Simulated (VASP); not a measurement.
# BN (Qingsongite) (F-43m) in VASP: further runs

One crystal, BN (Qingsongite), is run at these levels: LDA, PBE; tasks: phonons, dielectric tensor.

Program: VASP 6.6.1. These are calculated values, not measurements. Logs are shortened: lines on timing, memory, paths and dates and some standing lists are left out, and cuts for length are marked.

## (1) The crystal as given

It takes space group F-43m (No. 216, cubic). Conventional cell: a = 3.583 Å, b = 3.583 Å, c = 3.583 Å, α = 90.00°, β = 90.00°, γ = 90.00°. Around B (site symmetry -43m) lie 4 N at 1.55 Å. Around N (site symmetry -43m) lie 4 B at 1.55 Å.

## (2) Phonons, LDA

POSCAR

```
BN
1.0
    0.0000000000      1.7913651712      1.7913651712
    1.7913651712      0.0000000000      1.7913651712
    1.7913651712      1.7913651712      0.0000000000
  B               N
     1     1
Direct
     0.0000000000000000    0.0000000000000000    0.0000000000000000
     0.2500000000000000    0.2500000000000000    0.2500000000000000
```

INCAR.step1

```
ALGO = Fast
EDIFF = 1E-8
EDIFFG = -0.002
ENCUT = 600
IBRION = 2
ISIF = 3
ISMEAR = 0
LASPH = True
LCHARG = False
LREAL = False
LWAVE = False
NELM = 80
NSW = 40
PREC = Accurate
SIGMA = 0.03
```

INCAR.step2

```
ALGO = Fast
EDIFF = 1E-8
ENCUT = 600
IBRION = 6
ISIF = 2
ISMEAR = 0
LASPH = True
LCHARG = False
LREAL = False
LWAVE = False
NELM = 80
NFREE = 2
NSW = 1
POTIM = 0.015
PREC = Accurate
SIGMA = 0.03
```

KPOINTS

```
k-points
0
Gamma
  14 14 14
```

Potentials or basis: VASP PAW LDA potentials, release 64 (B, N).

Command:

```bash
$ cat potpaw_LDA.64/B/POTCAR potpaw_LDA.64/N/POTCAR > POTCAR
$ cp INCAR.step1 INCAR
$ mpirun -np 1 vasp_std > vasp.out
$ cp CONTCAR POSCAR
$ cp INCAR.step2 INCAR
$ mpirun -np 1 vasp_std > vasp.out
```

OUTCAR:

```text
EDIFF = 1E-8
   ENCUT = 600
   IBRION = 6
   ISIF = 2
   ISMEAR = 0
   LASPH = True
   LREAL = False
   NELM = 80
   NFREE = 2
   NSW = 1
   POTIM = 0.015
   PREC = Accurate

 ion  position               nearest neighbor table
   1  0.000  0.000  0.000-   2 1.55   2 1.55   2 1.55   2 1.55
   2  0.250  0.250  0.250-   1 1.55   1 1.55   1 1.55   1 1.55

  LATTYP: Found a face centered cubic cell.
 ALAT       =     3.5827303424

  Lattice vectors:

 A1 = (   0.0000000000,   1.7913651712,   1.7913651712)
 A2 = (   1.7913651712,   0.0000000000,   1.7913651712)
 A3 = (   1.7913651712,   1.7913651712,   0.0000000000)

Analysis of symmetry for initial positions (statically):
=====================================================================
 Subroutine PRICEL returns:
 Original cell was already a primitive cell.

 Routine SETGRP: Setting up the symmetry group for a
 face centered cubic supercell.

 Subroutine GETGRP returns: Found 24 space group operations
 (whereof 24 operations were pure point group operations)
 out of a pool of 48 trial point group operations.

The static configuration has the point symmetry T_d .

Analysis of symmetry for dynamics (positions and initial velocities):
=====================================================================
 Subroutine PRICEL returns:
 Original cell was already a primitive cell.

 Routine SETGRP: Setting up the symmetry group for a
 face centered cubic supercell.

 Subroutine GETGRP returns: Found 24 space group operations
 (whereof 24 operations were pure point group operations)
 out of a pool of 48 trial point group operations.

The dynamic configuration has the point symmetry T_d .

 Subroutine INISYM returns: Found 24 space group operations
 (whereof 24 operations are pure point group operations),
 and found     1 'primitive' translations

----------------------------------------------------------------------------------------

                                     Primitive cell

  volume of cell :      11.4969

  direct lattice vectors                    reciprocal lattice vectors
     0.000000000  1.791365171  1.791365171    -0.279116736  0.279116736  0.279116736
     1.791365171  0.000000000  1.791365171     0.279116736 -0.279116736  0.279116736
     1.791365171  1.791365171  0.000000000     0.279116736  0.279116736 -0.279116736

  length of vectors
     2.533372920  2.533372920  2.533372920     0.483444368  0.483444368  0.483444368

  position of ions in fractional coordinates (direct lattice)
     0.000000000  0.000000000  0.000000000
     0.250000000  0.250000000  0.250000000

  ion indices of the primitive-cell ions
   primitive index   ion index
                 1           1
                 2           2

----------------------------------------------------------------------------------------

 KPOINTS: k-points

Automatic generation of k-mesh.
 Grid dimensions read from file:
 generate k-points for:   14   14   14

 Generating k-lattice:

  Cartesian coordinates                     Fractional coordinates (reciprocal lattice)
    -0.019936910  0.019936910  0.019936910     0.071428571  0.000000000  0.000000000
     0.019936910 -0.019936910  0.019936910     0.000000000  0.071428571  0.000000000
     0.019936910  0.019936910 -0.019936910     0.000000000  0.000000000  0.071428571

  Length of vectors
     0.034531741  0.034531741  0.034531741

  Shift w.r.t. Gamma in fractional coordinates (k-lattice)
     0.000000000  0.000000000  0.000000000

 Subroutine IBZKPT returns following result:
 ===========================================

 Found    104 irreducible k-points:

 Following reciprocal coordinates:
            Coordinates               Weight
  0.000000  0.000000  0.000000      1.000000
  0.071429  0.000000  0.000000      8.000000
  0.142857  0.000000  0.000000      8.000000
  0.214286  0.000000  0.000000      8.000000
  0.285714  0.000000  0.000000      8.000000
  0.357143  0.000000  0.000000      8.000000
[... 16 lines left out ...]
  0.214286  0.142857  0.000000     24.000000
  0.285714  0.142857  0.000000     24.000000
 [... further k-points ...]
   k-points           NKPTS =    104   k-points in BZ     NKDIM =    104   number of bands    NBANDS=      8
   number of dos      NEDOS =    301   number of ions     NIONS =      2
   total plane-waves  NPLWV =   8000
   dimension x,y,z NGX =    20 NGY =   20 NGZ =   20
   dimension x,y,z NGXF=    40 NGYF=   40 NGZF=   40
   ions per type =               1   1
   NGX,Y,Z   is equivalent  to a cutoff of  13.12, 13.12, 13.12 a.u.
   NGXF,Y,Z  is equivalent  to a cutoff of  26.25, 26.25, 26.25 a.u.
 SYSTEM =  unknown system
   PREC   = accura    normal or accurate (medium, high low for compatibility)
   ISTART =      0    job   : 0-new  1-cont  2-samecut
   ICHARG =      2    charge: 1-file 2-atom 10-const
   ISPIN  =      1    spin polarized calculation?
   LNONCOLLINEAR =      F non collinear calculations
   LSORBIT =      F    spin-orbit coupling
   LASPH  =      T    aspherical Exc in radial PAW
   ENCUT  =  600.0 eV  44.10 Ry    6.64 a.u.   5.06  5.06  5.06*2*pi/ulx,y,z
   NELM   =     80;   NELMIN=  2; NELMDL=  0     # of ELM steps
   EDIFF  = 0.1E-07   stopping-criterion for ELM
   LREAL  =      F    real-space projection
   EDIFFG = 0.1E-06   stopping-criterion for IOM
   NSW    =     61    number of steps for IOM
   IBRION =      6    ionic relax: 0-MD 1-quasi-New 2-CG
   NFREE  =      2    steps in history (QN), initial steepest desc. (CG)
   ISIF   =      2    stress and relaxation
   ISYM   =      2    0-nonsym 1-usesym 2-fastsym
   POTIM  = 0.0150    time-step for ionic-motion
   TEBEG  =    0.0;   TEEND  =   0.0 temperature during run
   PSTRESS=    0.0 pullay stress
   NELECT =       8.0000    total number of electrons
   NUPDOWN=      -1.0000    fix difference up-down
   EMIN   =  10.00;   EMAX   =-10.00  energy-range for DOS
   EFERMI =   0.00;   METHOD = LEGACY
   ISMEAR =     0;   SIGMA  =   0.03  broadening in eV -4-tet -1-fermi 0-gaus
   EFERMI_NEDOS =   21; number of points for ismear=-14 and -15
   IALGO  =     68    algorithm
   IMIX   =      4    mixing-type and parameters
     AMIX     =   0.40;   BMIX     =  1.00
     AMIX_MAG =   1.60;   BMIX_MAG =  1.00
  volume/ion in A,a.u.               =       5.75        38.79
  Fermi-wavevector in a.u.,A,eV,Ry     =   1.450699  2.741424 28.633844  2.104528
  Thomas-Fermi vector in A             =   2.568281
   LORBIT       =      0    0 simple, 1 ext, 2 COOP (PROOUT), +10 PAW based schemes
   GGA     = CA    functional components
   LHFCALC =     F    Hartree Fock is set to
   AEXX    =    0.0000 exact exchange contribution
   IVDW    =     0    specifies the selected vdW correction
   LEPSILON=     F    determine dielectric tensor
   LRPA    =     F    only Hartree local field effects (RPA)
 finite differences with symmetry
 non-spin polarized calculation
 RMM-DIIS sequential band-by-band and
 Gauss-broadening in eV      SIGMA  =   0.03
  energy-cutoff  :      600.00
  volume of cell :       11.50
 maximum number of plane-waves:       393
   NGX = 11   NGY = 11   NGZ = 11

--------------------------------------- Ionic step        1  -------------------------------------------

 number of electron       7.9999999 magnetization

 Free energy of the ion-electron system (eV)
  ---------------------------------------------------
  ext. energy  EPLUGINS =         0.00000000
  ---------------------------------------------------
  free energy    TOTEN  =       -19.41641097 eV

  energy without entropy =      -19.41641097  energy(sigma->0) =      -19.41641097

------------------------ aborting loop because EDIFF is reached ----------------------------------------

  FORCE on cell =-STRESS in cart. coord.  units (eV):
  Direction    XX          YY          ZZ          XY          YZ          ZX
  --------------------------------------------------------------------------------------
  -------------------------------------------------------------------------------------
  Total       -0.0003909     -0.0003909     -0.0003909      0.0000000      0.0000000     -0.0000000
  in kB       -0.0544797     -0.0544797     -0.0544797      0.0000000      0.0000000     -0.0000000
  external PRESSURE =      -0.0544797 kB  Pullay stress =       0.0000000 kB
[... 129 lines left out ...]
  energy  without entropy=      -19.4135324360  energy(sigma->0) =      -19.41353244

--------------------------------------- Ionic step        5  -------------------------------------------

 number of electron       7.9999999 magnetization

 Free energy of the ion-electron system (eV)
  ---------------------------------------------------
  ext. energy  EPLUGINS =         0.00000000
  ---------------------------------------------------
  free energy    TOTEN  =       -19.41353246 eV

  energy without entropy =      -19.41353246  energy(sigma->0) =      -19.41353246

 E-fermi :   8.0823     XC(G=0): -13.2345

 val. band max:        7.8651034292   @ k =   0.0000   0.0000   0.0000
 cond. band min:      12.1006276138   @ k =   0.5000   0.5000   0.0000
 fundamental gap:      4.2355241846
 Fermi energy:         8.0822939693

 k-point     1 :       0.0000    0.0000    0.0000
  band No.  band energies     occupation
      1     -12.6486      2.00000
      2       7.5870      2.00000
      3       7.7306      2.00000
      4       7.8651      2.00000
      5      16.4290      0.00000
      6      16.5350      0.00000
      7      16.6564      0.00000
      8      18.6095      0.00000
[... 243 lines left out ...]
 k-point    24 :       0.2857    0.1429    0.0000
  band No.  band energies     occupation
      1     -10.8360      2.00000
      2       2.5810      2.00000
      3       5.2836      2.00000
      4       5.9269      2.00000
      5      15.9856      0.00000
      6      19.5388      0.00000
      7      20.0065      0.00000
      8      20.8233      0.00000

 [... further k-points ...]

------------------------ aborting loop because EDIFF is reached ----------------------------------------

  FORCE on cell =-STRESS in cart. coord.  units (eV):
  Direction    XX          YY          ZZ          XY          YZ          ZX
  --------------------------------------------------------------------------------------
  -------------------------------------------------------------------------------------
  Total        0.0025297      0.0053605      0.0053605      0.0000000      0.0424299      0.0000000
  in kB        0.3525366      0.7470260      0.7470260      0.0000000      5.9128941      0.0000000
  external PRESSURE =       0.6155295 kB  Pullay stress =       0.0000000 kB
[... 17 lines left out ...]
  FREE ENERGIE OF THE ION-ELECTRON SYSTEM (eV)
  ---------------------------------------------------
  free  energy   TOTEN  =       -19.4135324583 eV

  energy  without entropy=      -19.4135324583  energy(sigma->0) =      -19.41353246

 INTERNAL STRAIN TENSORS FROM DISPLACED ATOMS
 ============================================

 INTERNAL STRAIN TENSOR FOR ION    1 for displacements in x,y,z  (eV/Angst):
          X           Y           Z          XY          YZ          ZX
  --------------------------------------------------------------------------------
  x     0.00000     0.00000     0.00000     0.00000     2.82041     0.00000
  y     0.00000    -0.00000     0.00000     0.00000     0.00000     2.82041
  z     0.00000     0.00000     0.00000     2.82041     0.00000     0.00000

 INTERNAL STRAIN TENSOR FOR ION    2 for displacements in x,y,z  (eV/Angst):
          X           Y           Z          XY          YZ          ZX
  --------------------------------------------------------------------------------
  x    -0.00000     0.00000     0.00000     0.00000    -2.82710     0.00000
  y    -0.00000     0.00000    -0.00000     0.00000     0.00000    -2.82710
  z     0.00000     0.00000    -0.00000    -2.82710     0.00000     0.00000

 Eigenvectors and eigenvalues of the dynamical matrix
 ----------------------------------------------------

   1 f  =   32.017301 THz   201.170637 2PiTHz 1067.982212 cm-1   132.412859 meV
             X         Y         Z           dx          dy          dz
      0.000000  0.000000  0.000000     0.751205    0.000000    0.000000
      0.895683  0.895683  0.895683    -0.660069    0.000000    0.000000

   2 f  =   32.017301 THz   201.170637 2PiTHz 1067.982212 cm-1   132.412859 meV
             X         Y         Z           dx          dy          dz
      0.000000  0.000000  0.000000     0.000000    0.000000    0.751205
      0.895683  0.895683  0.895683     0.000000    0.000000   -0.660069
[... 11 lines left out ...]
   5 f/i=    0.000819 THz     0.005147 2PiTHz    0.027326 cm-1     0.003388 meV
             X         Y         Z           dx          dy          dz
      0.000000  0.000000  0.000000     0.000000    0.000000   -0.660069
      0.895683  0.895683  0.895683     0.000000    0.000000   -0.751205

   6 f/i=    0.000819 THz     0.005147 2PiTHz    0.027326 cm-1     0.003388 meV
             X         Y         Z           dx          dy          dz
      0.000000  0.000000  0.000000    -0.191131    0.631791    0.000000
      0.895683  0.895683  0.895683    -0.217520    0.719023    0.000000

 ELASTIC MODULI CONTR FROM IONIC RELAXATION (kBar)
 Direction    XX          YY          ZZ          XY          YZ          ZX
 --------------------------------------------------------------------------------
 XX          -0.0000      0.0000      0.0000      0.0000     -0.0000     -0.0000
 YY           0.0000     -0.0000      0.0000      0.0000      0.0000      0.0000
 ZZ           0.0000      0.0000     -0.0000     -0.0000      0.0000     -0.0000
 XY           0.0000      0.0000     -0.0000    -43.4264      0.0000     -0.0000
 YZ          -0.0000      0.0000      0.0000      0.0000    -43.4264      0.0000
 ZX          -0.0000      0.0000     -0.0000     -0.0000      0.0000    -43.4264
 --------------------------------------------------------------------------------
```

Run time: 67 s. Hardware: 1 thread of Intel Xeon Platinum 8488C (Sapphire Rapids), shared host; peak memory 0.2 GiB.

Results:

* Highest phonon frequency at Γ, LO-TO splitting left out: 1068 cm⁻¹

Phonon frequencies in cm⁻¹ (negative: imaginary):
| q point | frequencies |
| --- | --- |
| (0.000, 0.000, 0.000) | 0 0 0 1068 1068 1068 |

## (3) Dielectric tensor, LDA

INCAR

```
ALGO = Fast
EDIFF = 1E-8
ENCUT = 600
ISIF = 2
ISMEAR = 0
LASPH = True
LCHARG = False
LEPSILON = True
LREAL = False
LWAVE = False
NELM = 80
PREC = Accurate
SIGMA = 0.03
```

KPOINTS

```
k-points
0
Monkhorst-Pack
  22 22 22
```

Edit POSCAR of step 2 so:

```diff
@@ -1,2 +1,2 @@
-BN
+BN                                      
 1.0
@@ -5,3 +5,3 @@
     1.7913651712      1.7913651712      0.0000000000
-  B               N
+  B               N             
      1     1
```

Potentials or basis: VASP PAW LDA potentials, release 64 (B, N).

Command:

```bash
$ cat potpaw_LDA.64/B/POTCAR potpaw_LDA.64/N/POTCAR > POTCAR
$ mpirun -np 1 vasp_std > vasp.out
```

OUTCAR:

```text
EDIFF = 1E-8
   ENCUT = 600
   ISIF = 2
   ISMEAR = 0
   LASPH = True
   LEPSILON = True
   LREAL = False
   NELM = 80
   PREC = Accurate

 ion  position               nearest neighbor table
   1  0.000  0.000  0.000-   2 1.55   2 1.55   2 1.55   2 1.55
   2  0.250  0.250  0.250-   1 1.55   1 1.55   1 1.55   1 1.55

  LATTYP: Found a face centered cubic cell.
 ALAT       =     3.5827303424

  Lattice vectors:

 A1 = (   0.0000000000,   1.7913651712,   1.7913651712)
 A2 = (   1.7913651712,   0.0000000000,   1.7913651712)
[... 512 lines left out ...]

 PIEZOELECTRIC TENSOR FIELD DIRECTION 3  (C/m^2)
 -----------------------------------------------------------------------------
    -0.00030 -1.02853  0.00000
    -1.02853 -0.00030  0.00000
     0.00000  0.00000  0.00021

 MACROSCOPIC STATIC DIELECTRIC TENSOR (including local field effects in DFT)
 ------------------------------------------------------
           4.565196    -0.000000     0.000000
          -0.000000     4.565196     0.000000
          -0.000000    -0.000000     4.565196
 ------------------------------------------------------

 PIEZOELECTRIC TENSOR (including local field effects)  for field in x, y, z        (e  Angst)
          XX          YY          ZZ          XY          YZ          ZX
  --------------------------------------------------------------------------------
  x    -0.00000     0.00000    -0.00000     0.00000    -0.73836     0.00000
  y    -0.00000    -0.00000    -0.00000     0.00000     0.00000    -0.73836
  z     0.00000    -0.00000    -0.00000    -0.73836     0.00000     0.00000

 PIEZOELECTRIC TENSOR (including local field effects)  for field in x, y, z        (C/m^2)
          XX          YY          ZZ          XY          YZ          ZX
  --------------------------------------------------------------------------------
  x    -0.00000     0.00000    -0.00000     0.00000    -1.02896     0.00000
  y    -0.00000    -0.00000    -0.00000     0.00000     0.00000    -1.02896
  z     0.00000    -0.00000    -0.00000    -1.02896     0.00000     0.00000

 BORN EFFECTIVE CHARGES (including local field effects) (in |e|, cummulative output)
 ---------------------------------------------------------------------------------
 ion    1
    1     1.87370     0.00000     0.00000
    2     0.00000     1.87370     0.00000
    3     0.00000     0.00000     1.87370
 ion    2
    1    -1.87370     0.00000     0.00000
    2     0.00000    -1.87370     0.00000
    3     0.00000     0.00000    -1.87370
```

OSZICAR:

```text
N       E                     dE             d eps       ncg     rms          rms(c)
DAV:   1     0.101533692639E+02    0.10153E+02   -0.57174E+03 16616   0.111E+03
DAV:   2    -0.204377839523E+02   -0.30591E+02   -0.29821E+02 22192   0.169E+02
DAV:   3    -0.205968122637E+02   -0.15903E+00   -0.15903E+00 18976   0.155E+01
[... 14 lines left out ...]
RMM:   3    -0.115881479289E+00    0.22791E-02   -0.11279E-03141751   0.307E-01    0.337E-01
RMM:   4    -0.119591369253E+00   -0.37099E-02   -0.16520E-03142959   0.371E-01    0.369E-02
RMM:   5    -0.120046622005E+00   -0.45525E-03   -0.18412E-05146857   0.422E-02    0.378E-03
RMM:   6    -0.120060814658E+00   -0.14193E-04   -0.90112E-08153071   0.290E-03    0.198E-03
RMM:   7    -0.120068451011E+00   -0.76364E-05   -0.92279E-09153072   0.111E-03    0.142E-04
RMM:   8    -0.120069034591E+00   -0.58358E-06   -0.12659E-10128798   0.107E-04    0.293E-05
RMM:   9    -0.120068990531E+00    0.44060E-07    0.22651E-15 83655   0.329E-05    0.258E-06
```

Run time: 22 min. Hardware: 1 thread of Intel Xeon Platinum 8488C (Sapphire Rapids), shared host; peak memory 1.5 GiB.

What came out:

```
Electronic dielectric tensor (diagonal) : 4.57
Born charges (mean of the diagonal)     : B +1.87; N -1.87 e
```

Electronic dielectric tensor:
```
4.57 0.00 0.00
0.00 4.57 0.00
0.00 0.00 4.57
```

Born effective charge tensors (e):
atom 1, B
```
1.87 0.00 0.00
0.00 1.87 0.00
0.00 0.00 1.87
```
atom 2, N
```
-1.87  0.00  0.00
 0.00 -1.87  0.00
 0.00  0.00 -1.87
```

(Part 1 of 2 ends here.)
